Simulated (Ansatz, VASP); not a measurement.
# Sb in VASP and in Ansatz

```
CELL_PARAMETERS angstrom
4.15006 0.00000 0.00000
-2.07503 3.59406 0.00000
0.00000 0.00000 28.00000
ATOMIC_POSITIONS crystal
Sb 0.33333 0.66667 0.52894
Sb 0.66667 0.33333 0.47106
```

Change from the starting cell: biaxial strain +0.020, atoms relaxed.

Alike in both runs: functional PBE; dispersion D3(BJ); k mesh 9 × 9 × 1; occupations gaussian, width 0.02 eV; no spin polarisation.

Ansatz relaxed the structure, and its values are those at the end. VASP's run is a single point on that final structure, the one shown.

|  | VASP | Ansatz |
| --- | --- | --- |
| version | VASP 6.6.1 | Ansatz 0.2.0 |
| potentials or method | VASP PAW PBE potentials, release 64 (Sb) | scalar-relativistic, plane waves, PAW |
| plane-wave cutoff (eV) | 520 | 420 |
| valence electrons in the cell | 10 | 30 |

Ansatz gave:

- gap on the k mesh at the Fermi level (eV): 1.39
- least direct gap on the mesh (eV): 1.55
- rms of the force components (eV/Å): 0.000

Question: Which values does VASP return?

Answer: gap on the k mesh at the Fermi level (eV): 1.39; least direct gap on the mesh (eV): 1.52; rms of the force components (eV/Å): 0.048.

The two sets of potentials don't hold the same shells in valence. Ansatz warned: «stress_scf_threshold_loose».

Caveats: spin-orbit coupling is left out, which moves the levels of the heavy elements.
